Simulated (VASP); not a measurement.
# Bi2Se3 (R-3m) in VASP: single point with PBE

Aim: the single point of Bi2Se3 with PBE.

All numbers are computed with VASP 6.6.1; they aren't measurements. Logs are shortened: lines on timing, memory, paths and dates and some standing lists are left out, and cuts for length are marked.

**1. The structure**

The structure is trigonal, space group R-3m (No. 166). The conventional cell has a = 4.191 Å, b = 4.191 Å, c = 29.929 Å, α = 90.00°, β = 90.00°, γ = 120.00°. Bi (site symmetry 3m) is surrounded by 6 Se at 2.89 to 3.11 Å. Se (site symmetry -3m) has 6 Bi at 3.11 Å as nearest neighbours. Se (site symmetry 3m) has 3 Bi at 2.89 Å as nearest neighbours.

The cell is a database's computed one.

**2. Single point, PBE**

Input file INCAR:

```
PREC = Accurate
ENCUT = 520
EDIFF = 1E-6
ISMEAR = 0
SIGMA = 0.1
LREAL = False
LASPH = True
NELM = 100
ALGO = Fast
ISIF = 2
LWAVE = False
LCHARG = False
GGA = PE
NBANDS = 32
```

Input file KPOINTS:

```
regular mesh
0
Gamma
  6 6 6
```

Input file POSCAR:

```
Bi2Se3
1.0
    2.0956833400      1.2099432900      9.9762287100
   -2.0956833400      1.2099432900      9.9762287100
    0.0000000000     -2.4198865900      9.9762287100
Bi Se
2 3
Direct
    0.3984350000      0.3984350000      0.3984350000
    0.6015650000      0.6015650000      0.6015650000
    0.0000000000      0.0000000000      0.0000000000
    0.2157150100      0.2157150100      0.2157150100
    0.7842850100      0.7842850100      0.7842850100
```

Potentials or basis: VASP PAW PBE potentials, release 64 (Bi_d, Se).

Started as:

```
cat potpaw_PBE.64/Bi_d/POTCAR potpaw_PBE.64/Se/POTCAR > POTCAR
mpirun -np 1 vasp_std > vasp.out
```

OUTCAR:

```text
PREC = Accurate
   ENCUT = 520
   EDIFF = 1E-6
   ISMEAR = 0
   LREAL = False
   LASPH = True
   NELM = 100
   ISIF = 2
   GGA = PE

 ion  position               nearest neighbor table
   1  0.398  0.398  0.398-   5 2.89   5 2.89   5 2.89   3 3.11   3 3.11   3 3.11
   2  0.602  0.602  0.602-   4 2.89   4 2.89   4 2.89   3 3.11   3 3.11   3 3.11
   3  0.000  0.000  0.000-   2 3.11   1 3.11   2 3.11   2 3.11   1 3.11   1 3.11
   4  0.216  0.216  0.216-   2 2.89   2 2.89   2 2.89
   5  0.784  0.784  0.784-   1 2.89   1 2.89   1 2.89

  LATTYP: Found a trigonal (rhomboedric) cell.
 ALAT       =    10.2655243753
 COS(alpha) =     0.9166474213

  Lattice vectors:

 A1 = (   2.0956833400,   1.2099432900,   9.9762287100)
 A2 = (  -2.0956833400,   1.2099432900,   9.9762287100)
 A3 = (   0.0000000000,  -2.4198865900,   9.9762287100)

Analysis of symmetry for initial positions (statically):
=====================================================================
 Subroutine PRICEL returns:
 Original cell was already a primitive cell.

 Routine SETGRP: Setting up the symmetry group for a
 trigonal (rhombohedral) supercell.

 Subroutine GETGRP returns: Found 12 space group operations
 (whereof 12 operations were pure point group operations)
 out of a pool of 12 trial point group operations.

The static configuration has the point symmetry D_3d.

Analysis of symmetry for dynamics (positions and initial velocities):
=====================================================================
 Subroutine PRICEL returns:
 Original cell was already a primitive cell.

 Routine SETGRP: Setting up the symmetry group for a
 trigonal (rhombohedral) supercell.

 Subroutine GETGRP returns: Found 12 space group operations
 (whereof 12 operations were pure point group operations)
 out of a pool of 12 trial point group operations.

The dynamic configuration has the point symmetry D_3d.

 Subroutine INISYM returns: Found 12 space group operations
 (whereof 12 operations are pure point group operations),
 and found     1 'primitive' translations

----------------------------------------------------------------------------------------

                                     Primitive cell

  volume of cell :     151.7778

  direct lattice vectors                    reciprocal lattice vectors
     2.095683340  1.209943290  9.976228710     0.238585663  0.137747502  0.033412760
    -2.095683340  1.209943290  9.976228710    -0.238585663  0.137747502  0.033412760
     0.000000000 -2.419886590  9.976228710     0.000000000 -0.275495005  0.033412760

  length of vectors
    10.265524375 10.265524375 10.265524360     0.277513794  0.277513794  0.277513802

  position of ions in fractional coordinates (direct lattice)
     0.398435000  0.398435000  0.398435000
     0.601565000  0.601565000  0.601565000
     0.000000000  0.000000000  0.000000000
     0.215715010  0.215715010  0.215715010
     0.784285010  0.784285010  0.784285010

  ion indices of the primitive-cell ions
   primitive index   ion index
                 1           1
                 2           2
                 3           3
                 4           4
                 5           5

----------------------------------------------------------------------------------------

 KPOINTS: regular mesh

Automatic generation of k-mesh.
 Grid dimensions read from file:
 generate k-points for:    6    6    6

 Generating k-lattice:

  Cartesian coordinates                     Fractional coordinates (reciprocal lattice)
     0.039764277  0.022957917  0.005568793     0.166666667  0.000000000 -0.000000000
    -0.039764277  0.022957917  0.005568793     0.000000000  0.166666667 -0.000000000
     0.000000000 -0.045915834  0.005568793     0.000000000  0.000000000  0.166666667

  Length of vectors
     0.046252299  0.046252299  0.046252300

  Shift w.r.t. Gamma in fractional coordinates (k-lattice)
     0.000000000  0.000000000  0.000000000

 Subroutine IBZKPT returns following result:
 ===========================================

 Found     32 irreducible k-points:

 Following reciprocal coordinates:
            Coordinates               Weight
  0.000000  0.000000  0.000000      1.000000
  0.166667  0.000000  0.000000      6.000000
  0.333333  0.000000  0.000000      6.000000
  0.500000 -0.000000  0.000000      3.000000
  0.166667  0.166667  0.000000      6.000000
  0.333333  0.166667  0.000000     12.000000
[... 16 lines left out ...]
  0.500000  0.500000  0.166667      6.000000
 -0.333333  0.500000  0.166667     12.000000
 [... further k-points ...]
   k-points           NKPTS =     32   k-points in BZ     NKDIM =     32   number of bands    NBANDS=     32
   number of dos      NEDOS =    301   number of ions     NIONS =      5
   total plane-waves  NPLWV = 512000
   dimension x,y,z NGX =    80 NGY =   80 NGZ =   80
   dimension x,y,z NGXF=   160 NGYF=  160 NGZF=  160
   ions per type =               2   3
   NGX,Y,Z   is equivalent  to a cutoff of  12.96, 12.96, 12.96 a.u.
   NGXF,Y,Z  is equivalent  to a cutoff of  25.91, 25.91, 25.91 a.u.
 SYSTEM =  unknown system
   PREC   = accura    normal or accurate (medium, high low for compatibility)
   ISTART =      0    job   : 0-new  1-cont  2-samecut
   ICHARG =      2    charge: 1-file 2-atom 10-const
   ISPIN  =      1    spin polarized calculation?
   LNONCOLLINEAR =      F non collinear calculations
   LSORBIT =      F    spin-orbit coupling
   LASPH  =      T    aspherical Exc in radial PAW
   ENCUT  =  520.0 eV  38.22 Ry    6.18 a.u.  19.09 19.09 19.09*2*pi/ulx,y,z
   NELM   =    100;   NELMIN=  2; NELMDL= -5     # of ELM steps
   EDIFF  = 0.1E-05   stopping-criterion for ELM
   LREAL  =      F    real-space projection
   EDIFFG = 0.1E-04   stopping-criterion for IOM
   NSW    =      0    number of steps for IOM
   IBRION =     -1    ionic relax: 0-MD 1-quasi-New 2-CG
   NFREE  =      0    steps in history (QN), initial steepest desc. (CG)
   ISIF   =      2    stress and relaxation
   ISYM   =      2    0-nonsym 1-usesym 2-fastsym
   POTIM  = 0.5000    time-step for ionic-motion
   TEBEG  =    0.0;   TEEND  =   0.0 temperature during run
   PSTRESS=    0.0 pullay stress
   NELECT =      48.0000    total number of electrons
   NUPDOWN=      -1.0000    fix difference up-down
   EMIN   =  10.00;   EMAX   =-10.00  energy-range for DOS
   EFERMI =   0.00;   METHOD = LEGACY
   ISMEAR =     0;   SIGMA  =   0.10  broadening in eV -4-tet -1-fermi 0-gaus
   EFERMI_NEDOS =   21; number of points for ismear=-14 and -15
   IALGO  =     68    algorithm
   IMIX   =      4    mixing-type and parameters
     AMIX     =   0.40;   BMIX     =  1.00
     AMIX_MAG =   1.60;   BMIX_MAG =  1.00
  volume/ion in A,a.u.               =      30.36       204.85
  Fermi-wavevector in a.u.,A,eV,Ry     =   1.115370  2.107745 16.926345  1.244051
  Thomas-Fermi vector in A             =   2.251974
   LORBIT       =      0    0 simple, 1 ext, 2 COOP (PROOUT), +10 PAW based schemes
   GGA     = PE    functional components
   LHFCALC =     F    Hartree Fock is set to
   AEXX    =    0.0000 exact exchange contribution
   IVDW    =     0    specifies the selected vdW correction
   LEPSILON=     F    determine dielectric tensor
   LRPA    =     F    only Hartree local field effects (RPA)
 non-spin polarized calculation
 RMM-DIIS sequential band-by-band and
 Gauss-broadening in eV      SIGMA  =   0.10
  energy-cutoff  :      520.00
  volume of cell :      151.78
 maximum number of plane-waves:      4111
 NGX is ok and might be reduce to    80
   NGX = 39   NGY = 39   NGZ = 39

 number of electron      48.0000001 magnetization

 Free energy of the ion-electron system (eV)
  ---------------------------------------------------
  ext. energy  EPLUGINS =         0.00000000
  ---------------------------------------------------
  free energy    TOTEN  =       -20.22808884 eV

  energy without entropy =      -20.22808437  energy(sigma->0) =      -20.22808661

 E-fermi :   4.2486     XC(G=0):  -9.1485

 val. band max:        4.0301143719   @ k =   0.0000   0.0000   0.0000
 cond. band min:       4.4672815316   @ k =   0.0000   0.0000   0.0000
 fundamental gap:      0.4371671597
 Fermi energy:         4.2486125892

 k-point     1 :       0.0000    0.0000    0.0000
  band No.  band energies     occupation
      1     -18.8713      2.00000
      2     -18.8713      2.00000
      3     -18.8701      2.00000
      4     -18.8701      2.00000
      5     -18.8668      2.00000
      6     -18.8646      2.00000
[... 24 lines left out ...]
     31      10.1627      0.00000
     32      10.9339      0.00000

 k-point     2 :       0.1667    0.0000    0.0000
  band No.  band energies     occupation
      1     -18.8743      2.00000
      2     -18.8725      2.00000
      3     -18.8658      2.00000
      4     -18.8645      2.00000
      5     -18.8633      2.00000
      6     -18.8613      2.00000
[... 24 lines left out ...]
     31       9.5403      0.00000
     32      10.3924      0.00000

 k-point     3 :       0.3333    0.0000    0.0000
  band No.  band energies     occupation
      1     -18.8822      2.00000
      2     -18.8790      2.00000
      3     -18.8661      2.00000
      4     -18.8619      2.00000
      5     -18.8598      2.00000
      6     -18.8568      2.00000
[... 24 lines left out ...]
     31       8.6593      0.00000
     32      10.7993      0.00000

 k-point     4 :       0.5000   -0.0000    0.0000
  band No.  band energies     occupation
      1     -18.8867      2.00000
      2     -18.8828      2.00000
      3     -18.8685      2.00000
      4     -18.8641      2.00000
      5     -18.8605      2.00000
      6     -18.8563      2.00000
[... 654 lines left out ...]
     31       8.9961      0.00000
     32      11.1141      0.00000

 k-point    23 :       0.5000    0.5000    0.1667
  band No.  band energies     occupation
      1     -18.8822      2.00000
      2     -18.8791      2.00000
      3     -18.8661      2.00000
      4     -18.8619      2.00000
      5     -18.8598      2.00000
      6     -18.8568      2.00000
[... 24 lines left out ...]
     31       8.7153      0.00000
     32      10.5598      0.00000

 k-point    24 :      -0.3333    0.5000    0.1667
  band No.  band energies     occupation
      1     -18.8807      2.00000
      2     -18.8776      2.00000
      3     -18.8651      2.00000
      4     -18.8635      2.00000
      5     -18.8614      2.00000
      6     -18.8589      2.00000
[... 24 lines left out ...]
     31       9.0623      0.00000
     32      10.7299      0.00000

 [... further k-points ...]

------------------------ aborting loop because EDIFF is reached ----------------------------------------

  FORCE on cell =-STRESS in cart. coord.  units (eV):
  Direction    XX          YY          ZZ          XY          YZ          ZX
  --------------------------------------------------------------------------------------
  -------------------------------------------------------------------------------------
  Total        0.0248901      0.0248901      0.0521129     -0.0000000     -0.0000000      0.0000000
  in kB        0.2627421      0.2627421      0.5501076     -0.0000000     -0.0000000      0.0000000
  external PRESSURE =       0.3585306 kB  Pullay stress =       0.0000000 kB

 VOLUME and BASIS-vectors are now :
 -----------------------------------------------------------------------------
  energy-cutoff  :      520.00
  volume of cell :      151.78
      direct lattice vectors                 reciprocal lattice vectors
     2.095683340  1.209943290  9.976228710     0.238585663  0.137747502  0.033412760
    -2.095683340  1.209943290  9.976228710    -0.238585663  0.137747502  0.033412760
     0.000000000 -2.419886590  9.976228710     0.000000000 -0.275495005  0.033412760

 POSITION                                       TOTAL-FORCE (eV/Angst)
 -----------------------------------------------------------------------------------
      0.00000     -0.00000     11.92464         0.000000      0.000000     -0.002324
      0.00000     -0.00000     18.00405         0.000000     -0.000000      0.002324
      0.00000      0.00000      0.00000         0.000000      0.000000      0.000000
      0.00000     -0.00000      6.45607         0.000000     -0.000000      0.045259
      0.00000     -0.00000     23.47262         0.000000      0.000000     -0.045259
 -----------------------------------------------------------------------------------
    total drift:                                0.000000     -0.000000     -0.000202

  FREE ENERGIE OF THE ION-ELECTRON SYSTEM (eV)
  ---------------------------------------------------
  free  energy   TOTEN  =       -20.2280888409 eV

  energy  without entropy=      -20.2280843696  energy(sigma->0) =      -20.22808661
```

It took 7.9 min on 1 thread of Intel Xeon 6975P-C (Granite Rapids), shared host; peak memory 0.97 GiB.

Results:

```yaml
Free_energy: -20.2281 eV
Pressure: 0.0 GPa
Largest_force: 0.045 eV/Å
Band_gap_on_the_k_mesh: 0.44 eV, direct
```

Forces in eV/Å, atoms in the order of the input:
```
Bi   0.000  0.000 -0.002
Bi   0.000  0.000  0.002
Se   0.000  0.000  0.000
Se   0.000  0.000  0.045
Se   0.000  0.000 -0.045
```

Levels at points of the mesh, in eV from the valence-band top:
| k point | band 22 | band 23 | band 24 | band 25 | band 26 | band 27 |
| --- | --- | --- | --- | --- | --- | --- |
| (0.00, 0.00, 0.00) | -0.94 | -0.94 | 0.00 | 0.44 | 1.68 | 1.68 |
| (0.50, 0.00, 0.00) | -1.65 | -1.01 | -0.50 | 1.11 | 2.24 | 3.08 |
| (0.50, 0.50, 0.00) | -1.44 | -1.24 | -0.90 | 1.53 | 2.18 | 2.65 |
| (0.50, 0.50, 0.50) | -1.04 | -1.04 | -0.33 | 0.70 | 1.85 | 1.85 |

Caveat: spin-orbit coupling is left out, which as a rule narrows the gap of such compounds by several tenths of an eV. A k mesh can miss the band edges.
